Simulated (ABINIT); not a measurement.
# Quasiparticle gap of AlAs (F-43m) in ABINIT, part 2 of 3

Aim: the G0W0 gap of AlAs (F-43m) on PBE, step by step.

ABINIT 10.8.3; PBE and many-body steps on it, plane waves. Known limits of the many-body steps: not at the basis limit; no spin-orbit coupling; coarse k mesh.

So far. Step 2 (Ground state): The gap is indirect, with the least direct gap 0.61 eV higher.

## (3) Bands along the symmetry lines

Level of this step: DFT, PBE, plane waves, norm-conserving pseudopotentials (ABINIT).

The cheap functional maps the bands first; the places of the edges decide which points the dearer methods must see.

Contents of run.abi:

```
acell 3*1.0 Angstrom
rprim 
  0.000000000000 2.830400000000 2.830400000000
  2.830400000000 0.000000000000 2.830400000000
  2.830400000000 2.830400000000 -0.000000000000
ntypat 2
znucl 13 33
natom 2
typat 1 2
xred 
  0.000000000000 0.000000000000 0.000000000000
  0.250000000000 0.250000000000 0.250000000000
pp_dirpath "pseudos"
pseudos "Al.upf, As.upf"
ecut 44
iscf -2
irdden 1
kptopt 0
nkpt 50
kpt 
  0.00000000 0.00000000 0.00000000
  -0.06250000 -0.06250000 0.00000000
  -0.12500000 -0.12500000 0.00000000
  -0.18750000 -0.18750000 0.00000000
  -0.25000000 -0.25000000 0.00000000
  -0.31250000 -0.31250000 0.00000000
  -0.37500000 -0.37500000 0.00000000
  -0.43750000 -0.43750000 0.00000000
  -0.50000000 -0.50000000 0.00000000
  -0.48437500 -0.48437500 0.03125000
  -0.46875000 -0.46875000 0.06250000
  -0.45312500 -0.45312500 0.09375000
  -0.43750000 -0.43750000 0.12500000
  -0.42187500 -0.42187500 0.15625000
  -0.40625000 -0.40625000 0.18750000
  -0.39062500 -0.39062500 0.21875000
  -0.37500000 -0.37500000 0.25000000
  -0.37500000 0.00000000 0.37500000
  -0.32812500 0.00000000 0.32812500
  -0.28125000 0.00000000 0.28125000
  -0.23437500 0.00000000 0.23437500
  -0.18750000 0.00000000 0.18750000
  -0.14062500 0.00000000 0.14062500
  -0.09375000 0.00000000 0.09375000
  -0.04687500 0.00000000 0.04687500
  0.00000000 0.00000000 0.00000000
  0.00000000 0.00000000 0.06250000
  0.00000000 0.00000000 0.12500000
  0.00000000 0.00000000 0.18750000
  0.00000000 0.00000000 0.25000000
  0.00000000 0.00000000 0.31250000
  0.00000000 0.00000000 0.37500000
  0.00000000 0.00000000 0.43750000
  -0.00000000 -0.00000000 0.50000000
  -0.06250000 -0.03125000 0.46875000
  -0.12500000 -0.06250000 0.43750000
  -0.18750000 -0.09375000 0.40625000
  -0.25000000 -0.12500000 0.37500000
  -0.31250000 -0.15625000 0.34375000
  -0.37500000 -0.18750000 0.31250000
  -0.43750000 -0.21875000 0.28125000
  -0.50000000 -0.25000000 0.25000000
  -0.50000000 -0.28125000 0.21875000
  -0.50000000 -0.31250000 0.18750000
  -0.50000000 -0.34375000 0.15625000
  -0.50000000 -0.37500000 0.12500000
  -0.50000000 -0.40625000 0.09375000
  -0.50000000 -0.43750000 0.06250000
  -0.50000000 -0.46875000 0.03125000
  -0.50000000 -0.50000000 0.00000000
istwfk *1
nband 23
nbdbuf 5
tolwfr 1e-07
nstep 50
prtwf 0
prtvol 0
indata_prefix "in"
outdata_prefix "out"
tmpdata_prefix "tmp"
```

On the command line:

```
$ OMP_NUM_THREADS=1 mpirun -n 4 abinit run.abi > log
```

Numbers of over 12 decimals in the logs are rounded to 6 here.

Output:

```text
.Version 10.8.3 of ABINIT. v10.8.2 released Aug 2026.

 Symmetries : space group F-4 3 m (#216); Bravais cF (face-center cubic)
[... echo of the input left out ...]
== DATASET  1 ==================================================================
-   mpi_nproc: 4, omp_nthreads: 1 (-1 if OMP is not activated)

--- !DatasetInfo
iteration_state: {dtset: 1, }
dimensions: {natom: 2, nkpt: 50, mband: 23, nsppol: 1, nspinor: 1, nspden: 1, mpw: 4314, }
cutoff_energies: {ecut:  44.0, pawecutdg:  -1.0, }
electrons: {nelect:   2.60000000E+01, charge:   0.00000000E+00, occopt:   1.00000000E+00, tsmear:   1.00000000E-02, }

 Real(R)+Recip(G) space primitive vectors, cartesian coordinates (Bohr,Bohr^-1):
 R(1)=  0.0000000  5.3486808  5.3486808  G(1)= -0.0934810  0.0934810  0.0934810
 R(2)=  5.3486808  0.0000000  5.3486808  G(2)=  0.0934810 -0.0934810  0.0934810
 R(3)=  5.3486808  5.3486808  0.0000000  G(3)=  0.0934810  0.0934810 -0.0934810
 Unit cell volume ucvol=  3.0603426E+02 bohr^3
 Angles (23,13,12)=  6.00000000E+01  6.00000000E+01  6.00000000E+01 degrees

 getcut: wavevector=  0.0000  0.0000  0.0000  ngfft=  48  48  48
         ecut(hartree)=     44.000   => boxcut(ratio)=   2.12514

--- Pseudopotential description ------------------------------------------------
- Al Generated using ONCVPSP code by D. R. Hamann
- 13.00000   3.00000  171031                  znucl, zion, pspdat
12 -101130 2 -1 1876                          pspcod,pspxc,lmax,lloc,mmax
     nproj     2     2     2
  pspatm : epsatm=    4.08140545
         --- l  ekb(1:nproj) -->
             0    5.126667    0.728291
             1    7.287548    0.832437
             2   -2.770497   -0.637722
 pspatm: atomic psp has been read  and splines computed

- As Generated using ONCVPSP code by D. R. Hamann
- 33.00000  23.00000  171031                  znucl, zion, pspdat
12 -101130 2 -1 1358                          pspcod,pspxc,lmax,lloc,mmax
     nproj     2     2     2
  pspatm : epsatm=   24.77333152
         --- l  ekb(1:nproj) -->
[...]
pspatm: atomic psp has been read  and splines computed

--------------------------------------------------------------------------------

================================================================================
 prteigrs : about to open file out_EIG
 Non-SCF case, kpt    1 (  0.00000  0.00000  0.00000), residuals and eigenvalues=
  2.81E-08  2.56E-08  7.44E-08  4.12E-08  2.25E-08  8.08E-08  3.62E-08  3.22E-08
  5.32E-08  2.05E-08  2.27E-08  1.56E-08  6.12E-08  9.58E-08  9.69E-08  1.74E-08
  5.88E-08  4.93E-08  1.77E-08  4.31E-08  7.20E-08  1.68E-08  2.69E-08
 -6.6023E+00 -4.5201E+00 -4.5201E+00 -4.5201E+00 -1.1016E+00 -1.1016E+00
 -1.1016E+00 -1.1012E+00 -1.1012E+00 -2.7342E-01  1.6294E-01  1.6294E-01
  1.6294E-01  2.3806E-01  3.2071E-01  3.2071E-01  3.2071E-01  4.8937E-01
  4.9545E-01  4.9545E-01  5.8387E-01  5.8387E-01  5.8387E-01
[...]
5.0560E-01  5.2967E-01  6.0155E-01  6.0155E-01  6.2296E-01
[...]
Non-SCF case, kpt   49 ( -0.50000 -0.46875  0.03125), residuals and eigenvalues=
[...]
6.2461E-01  6.2488E-01  6.6060E-01  6.6210E-01  6.8169E-01
 Non-SCF case, kpt   50 ( -0.50000 -0.50000  0.00000), residuals and eigenvalues=
[...]
-1.1015E+00 -1.1012E+00 -1.1011E+00 -2.0124E-01 -3.6473E-02  8.3068E-02
  8.3068E-02  2.1570E-01  2.4749E-01  5.4237E-01  5.4237E-01  5.9532E-01
  6.2845E-01  6.2845E-01  6.4290E-01  6.5656E-01  6.7483E-01

--- !ResultsGS
iteration_state: {dtset: 1, }
comment   : Summary of ground state results
lattice_vectors:
- [  0.0000000,   5.3486808,   5.3486808, ]
- [  5.3486808,   0.0000000,   5.3486808, ]
- [  5.3486808,   5.3486808,  -0.0000000, ]
lattice_lengths: [   7.56418,    7.56418,    7.56418, ]
lattice_angles: [ 60.000,  60.000,  60.000, ] # degrees, (23, 13, 12)
lattice_volume:   3.0603426E+02
convergence: {deltae:  0.000E+00, res2:  0.000E+00, residm:  9.969E-08, diffor:  0.000E+00, }
etotal    :  -3.07602800E+02
entropy   :   0.00000000E+00
fermie    :   1.62937956E-01
cartesian_stress_tensor: null
pressure_GPa: null
xred      :
- [  0.0000E+00,   0.0000E+00,   0.0000E+00, Al]
- [  2.5000E-01,   2.5000E-01,   2.5000E-01, As]
cartesian_forces: null
force_length_stats: {min: null, max: null, mean: null, }

 Integrated electronic density in atomic spheres:
 ------------------------------------------------
 Atom  Sphere_radius  Integrated_density
[...]
================================================================================

 ----iterations are completed or convergence reached----

 Mean square residual over all n,k,spin=   48.931E-09; max=  99.692E-09
 reduced coordinates (array xred) for    2 atoms
       0.000000000000      0.000000000000      0.000000000000
       0.250000000000      0.250000000000      0.250000000000

 cartesian coordinates (angstrom) at end:
    1      0.000000     0.000000     0.000000
    2      1.415200     1.415200     1.415200
 length scales=  1.889726125908  1.889726125908  1.889726125908 bohr
              =  1.000000000000  1.000000000000  1.000000000000 angstroms
 prteigrs : about to open file out_EIG
 Eigenvalues (hartree) for nkpt=  50  k points:
 kpt#   1, nband= 23, wtk=  1.00000, kpt=  0.0000  0.0000  0.0000 (reduced coord)
[...]
kpt#   2, nband= 23, wtk=  1.00000, kpt= -0.0625 -0.0625  0.0000 (reduced coord)
[...]
kpt#   3, nband= 23, wtk=  1.00000, kpt= -0.1250 -0.1250  0.0000 (reduced coord)
[...]
kpt#  49, nband= 23, wtk=  1.00000, kpt= -0.5000 -0.4687  0.0313 (reduced coord)
[...]
0.54137    0.58280    0.62461    0.62488    0.66060    0.66210    0.68169
 kpt#  50, nband= 23, wtk=  1.00000, kpt= -0.5000 -0.5000  0.0000 (reduced coord)
  -6.60227   -4.52014   -4.52014   -4.52014   -1.10162   -1.10152   -1.10152   -1.10122
  -1.10114   -0.20124   -0.03647    0.08307    0.08307    0.21570    0.24749    0.54237
   0.54237    0.59532    0.62845    0.62845    0.64290    0.65656    0.67483

== END DATASET(S) ==============================================================
================================================================================

 -outvars: echo values of variables after computation  --------
            nband          23
             nkpt          50
          spgroup         216
 [... the other variables as echoed above ...]

 Calculation completed.
```

Elapsed: 20 s, on 4 MPI ranks of Arm Neoverse V1, shared host; peak memory 0.35 GiB; 80 s of CPU time.

Numbers from this step:

```
gap                        : 1.436 eV
k of the valence top       : 0, 0, 0
k of the conduction bottom : -0.5, -0.5, 0
least direct gap           : 2.044 eV
```

The gap is 1.436 eV, as in the run before at this level.

Electronic bands along the path, in eV, zero at the top of the highest filled band:

```tsv
point	band 10	band 11	band 12	band 13	band 14	band 15	band 16	band 17
Γ	-11.87	0.00	0.00	0.00	2.04	4.29	4.29	4.29
halfway	-11.10	-3.21	-1.34	-1.34	2.59	3.78	6.84	6.84
X	-9.91	-5.43	-2.17	-2.17	1.44	2.30	10.32	10.32
halfway	-9.90	-5.35	-2.71	-2.08	1.80	3.03	9.53	9.58
U	-9.94	-5.17	-3.41	-1.80	2.24	4.98	8.18	8.33
jump to K	-9.94	-5.17	-3.41	-1.80	2.24	4.98	8.18	8.33
halfway	-11.03	-3.68	-2.00	-0.46	3.71	4.97	5.18	5.93
Γ	-11.87	0.00	0.00	0.00	2.04	4.29	4.29	4.29
halfway	-11.30	-3.39	-0.48	-0.48	2.61	4.92	4.92	6.45
L	-10.46	-5.57	-0.83	-0.83	2.14	4.69	4.69	7.76
halfway	-10.20	-5.26	-2.69	-1.54	3.67	4.25	6.69	7.66
W	-9.88	-5.08	-3.18	-2.82	4.33	5.65	5.71	6.07
halfway	-9.89	-5.28	-2.69	-2.54	2.50	3.41	8.13	8.86
X	-9.91	-5.43	-2.17	-2.17	1.44	2.30	10.32	10.32
```

The electronic bands as a text plot (rows in eV, shown from -8.0 to 6.9 only):

```
    6.6 |    +++           +++              +         ++++ ++
    6.0 |    +              +++++++                  +   +++
    5.3 |  ++                 +++  ++      +        +    + +
    4.7 | +              ++     ++++++   +++++++++++   ++   +
    4.1 |++  +                     ++++++           ++++++++
    3.5 |  ++ ++++      +     +++++++                ++     ++
    2.9 | +  +++  +    +   +++       +   ++++       +         ++
    2.2 |+      ++ ++++  ++           +++    +++++++         ++ +
    1.6 |         +++++++                                      ++
    1.0 |
    0.4 |
   -0.2 |****                   *************
   -0.9 |    *              ****   ***       ********
   -1.5 |  ** ****         *     ****    **         ***
   -2.1 |    *    *********     *                    * **     ***
   -2.7 |              **     ** **        *          *  ******
   -3.3 |     **         *****              *          *****
   -4.0 |       **              *            **
   -4.6 |         *         ****
   -5.2 |          *********                   **   *************
   -5.8 |                                        ***
   -6.4 |
   -7.1 |
   -7.7 |
         Γ           X  U|K            Γ         L        W     X
```

## (4) Empty states on the mesh, 4×4×4 mesh, 1172 bands

The sums over transitions need many empty states on a uniform mesh; this step solves for them.

Contents of run.abi:

```
acell 3*1.0 Angstrom
rprim 
  0.000000000000 2.830400000000 2.830400000000
  2.830400000000 0.000000000000 2.830400000000
  2.830400000000 2.830400000000 -0.000000000000
ntypat 2
znucl 13 33
natom 2
typat 1 2
xred 
  0.000000000000 0.000000000000 0.000000000000
  0.250000000000 0.250000000000 0.250000000000
pp_dirpath "pseudos"
pseudos "Al.upf, As.upf"
ecut 44
ngkpt 4 4 4
nshiftk 1
shiftk 0 0 0
kptopt 1
chksymbreak 0
irdden 1
istwfk *1
nband 1172
prtvol 0
optdriver 6
gwr_task "HDIAGO"
paral_kgb 0
occopt 1
indata_prefix "in"
outdata_prefix "out"
tmpdata_prefix "tmp"
```

Output:

```text
[banner, memory and clock lines left out]
.Version 10.8.3 of ABINIT. v10.8.2 released Aug 2026.

 Symmetries : space group F-4 3 m (#216); Bravais cF (face-center cubic)
[... echo of the input left out ...]
== DATASET  1 ==================================================================
-   mpi_nproc: 4, omp_nthreads: 1 (-1 if OMP is not activated)

--- !DatasetInfo
iteration_state: {dtset: 1, }
dimensions: {natom: 2, nkpt: 8, mband: 1172, nsppol: 1, nspinor: 1, nspden: 1, mpw: 4314, }
cutoff_energies: {ecut:  44.0, pawecutdg:  -1.0, }
electrons: {nelect:   2.60000000E+01, charge:   0.00000000E+00, occopt:   1.00000000E+00, tsmear:   1.00000000E-02, }

.Using double precision arithmetic; gwpc =  8

- Reading GS density from: in_DEN

--- Pseudopotential description ------------------------------------------------
- Al Generated using ONCVPSP code by D. R. Hamann
- 13.00000   3.00000  171031                  znucl, zion, pspdat
12 -101130 2 -1 1876                          pspcod,pspxc,lmax,lloc,mmax
     nproj     2     2     2
  pspatm : epsatm=    4.08140545
         --- l  ekb(1:nproj) -->
             0    5.126667    0.728291
             1    7.287548    0.832437
             2   -2.770497   -0.637722
 pspatm: atomic psp has been read  and splines computed

- As Generated using ONCVPSP code by D. R. Hamann
- 33.00000  23.00000  171031                  znucl, zion, pspdat
12 -101130 2 -1 1358                          pspcod,pspxc,lmax,lloc,mmax
     nproj     2     2     2
  pspatm : epsatm=   24.77333152
         --- l  ekb(1:nproj) -->
             0    4.034276   -2.353825
             1   -6.723548   -2.113112
             2  -10.105298   -4.355719
 pspatm: atomic psp has been read  and splines computed

   7.50223161E+02                                ecore*ucvol(ha*bohr**3)

 Total charge density [el/Bohr^3]
)     Maximum=    7.1008E+00  at reduced coord.    0.2083    0.2708    0.3125
)     Minimum=    1.5770E-03  at reduced coord.    0.0000    0.0000    0.0000
   Integrated=    2.6000E+01

 === KS gaps after direct diagonalization ===
 Indirect band gap semiconductor
 Fundamental gap:     1.436 (eV)
   VBM:     4.434 (eV) at k: [ 0.0000E+00,  0.0000E+00,  0.0000E+00]
   CBM:     5.870 (eV) at k: [ 5.0000E-01,  5.0000E-01,  0.0000E+00]
 Direct gap:         2.044 (eV) at k: [ 0.0000E+00,  0.0000E+00,  0.0000E+00]

== END DATASET(S) ==============================================================

 -outvars: echo values of variables after computation  --------
           etotal      0.0000000000E+00
            nband        1172
             nkpt           8
          spgroup         216
 [... the other variables as echoed above ...]

 Calculation completed.
```

Elapsed: 2.1 min, on 4 MPI ranks; peak memory 4.4 GiB.

Numbers from this step:

```yaml
gap: 1.436 eV
k_of_the_valence_top: 0, 0, 0
k_of_the_conduction_bottom: 0.5, 0.5, 0
least_direct_gap: 2.044 eV
k_points_computed: 8
lowest_point_of_the_top_converged_band_above_the_valence_top: 488.0315 eV
```

On this mesh the gap is 1.436 eV.

## (5) Screening, 4×4×4 mesh, 806 bands, screening to 466.9 eV

The RPA dielectric matrix is built and inverted for each q.

This step: RPA screening on PBE, plane waves, norm-conserving pseudopotentials.

run.abi, as its differences from that of step 4:

```diff
@@ -20,10 +20,11 @@
 chksymbreak 0
-irdden 1
 istwfk *1
-nband 1172
-prtvol 0
-optdriver 6
-gwr_task "HDIAGO"
-paral_kgb 0
 occopt 1
+irdwfk 1
+optdriver 3
+nband 806
+ecuteps 17.16
+inclvkb 2
+awtr 1
+symchi 1
 indata_prefix "in"
```

Output:

```text
.Version 10.8.3 of ABINIT. v10.8.2 released Aug 2026.

 Symmetries : space group F-4 3 m (#216); Bravais cF (face-center cubic)
[... echo of the input left out ...]
== DATASET  1 ==================================================================
-   mpi_nproc: 4, omp_nthreads: 1 (-1 if OMP is not activated)

--- !DatasetInfo
iteration_state: {dtset: 1, }
dimensions: {natom: 2, nkpt: 8, mband: 806, nsppol: 1, nspinor: 1, nspden: 1, mpw: 4314, }
cutoff_energies: {ecut:  44.0, pawecutdg:  -1.0, }
electrons: {nelect:   2.60000000E+01, charge:   0.00000000E+00, occopt:   1.00000000E+00, tsmear:   1.00000000E-02, }

 SCREENING: Calculation of the susceptibility and dielectric matrices

 Based on a program developped by R.W. Godby, V. Olevano, G. Onida, and L. Reining.
 Incorporated in ABINIT by V. Olevano, G.-M. Rignanese, and M. Torrent.
.Using double precision arithmetic ; gwpc =  8

[... cell and pseudopotentials left out ...]
--------------------------------------------------------------------------------

 ==== K-mesh for the wavefunctions ====
 Number of points in the irreducible wedge :     8
[... list of points left out ...]
 Together with 24 symmetry operations and time-reversal symmetry
 yields    64 points in the full Brillouin Zone.

 ==== Q-mesh for the screening function ====
 Number of points in the irreducible wedge :     8
[... list of points left out ...]
 Together with 24 symmetry operations and time-reversal symmetry
 yields    64 points in the full Brillouin Zone.

 setmesh: FFT mesh size selected  =    40x   40x   40
          total number of points  =        64000

 vcoul_init : cutoff-mode = AUXILIARY_FUNCTION
 q-points for optical limit:   1
     1)      0.000010    0.000020    0.000030

- screening: taking advantage of time-reversal symmetry
- Maximum band index for partially occupied states nbvw = 13
- Remaining bands to be divided among processors   nbcw = 793
- Number of bands treated by each node ~198

 Number of electrons calculated from density =   26.0000; Expected =   26.0000
 average of density, n =  0.084958
 r_s =    1.4111
 omega_plasma =   28.1162 [eV]

 calculating chi0 at frequencies [eV] :
  1    0.000000E+00    0.000000E+00
  2    0.000000E+00    2.811624E+01

--------------------------------------------------------------------------------
  q-point number  1        q = ( 0.000000, 0.000000, 0.000000) [r.l.u.]
--------------------------------------------------------------------------------
[... chi0 elements left out ...]
 For q-point:  0.000010 0.000020 0.000030
  dielectric constant =  14.2313
  dielectric constant without local fields =  15.9661

  Average fulfillment of the sum rule on Im[epsilon] for q-point    1 :    100.77  [%]
[... wings left out ...]
  q-point number  2        q = ( 0.250000, 0.000000, 0.000000) [r.l.u.]
--------------------------------------------------------------------------------
[... chi0 elements left out ...]
  Average fulfillment of the sum rule on Im[epsilon] for q-point    2 :    106.98  [%]

 [... 6 further q-points ...]
```

The job ended after 34 min (4 MPI ranks; peak memory 7.8 GiB; 2.2 h of CPU time).

Numbers from this step:

```yaml
eps_infinity_with_local_fields_on_this_mesh_along_the_program_s_q_direction: 14.23
the_same_without_local_fields: 15.97
plasma_frequency: 28.12 eV
plane_waves_in_the_screening_matrix: 1037
```

Local fields lower ε∞ by 11 %. On a Γ-centred mesh this coarse the value itself is usually too large, while a short band sum pulls it down.

(Part 2 of 3 ends here.)

[Paths, hosts, dates, memory and timing lines, banners, echoed tables and standing remarks are left out of the program output.]

[Logs are printed without paths, hosts, clocks, repeated set-up lines and the standing remarks that a program may print on its own settings, such as how far it seeks lower states.]

[Runs of the session that timed out or met a known fault of the program may be left out.]

[Hosts, paths, dates, database ids (printed as entryN), source tags and the programs' standing remarks are cut or masked in the printed files.]

[G0W0 gaps are taken among the corrected bands and points alone; a level outside them can change the order at an edge.]

[Where Ansatz stands beside ABINIT at settings called matched, ABINIT's density can come from a denser mesh and the files from another edition; pairs whose starting gaps differed by over 0.03 eV were left out, so agreement reads better than it is.]
